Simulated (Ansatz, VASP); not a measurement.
Ga in VASP and in Ansatz

```xyz
1
Lattice="-1.6546 1.6546 1.6546 1.6546 -1.6546 1.6546 1.6546 1.6546 -1.6546" Properties=species:S:1:pos:R:3 pbc="T T T"
Ga    0.0000    0.0000    0.0000
```

Alike in both runs: task single point; functional revPBE; k mesh 15 × 15 × 15; occupations fermi-dirac, width 0.1 eV; no spin polarisation.

|  | VASP | Ansatz |
| --- | --- | --- |
| version | VASP 6.6.1 | Ansatz 0.2.0 |
| potentials or method | VASP PAW PBE potentials, release 64 (Ga_d) | plane waves (420 eV) with PAW, scalar-relativistic |
| plane-wave cutoff (eV) | 520 | 420 |
| valence electrons in the cell | 13 | 13 |

|  | VASP | Ansatz | Ansatz less VASP |
| --- | --- | --- | --- |
| pressure (GPa) | 4.7 | 4.5 | -0.19 |

The functional is the same, so the differences come from potentials, cutoffs and numerics.

Caveats: the PAW data sets were made with another functional, which shifts forces and pressure a little (VASP).
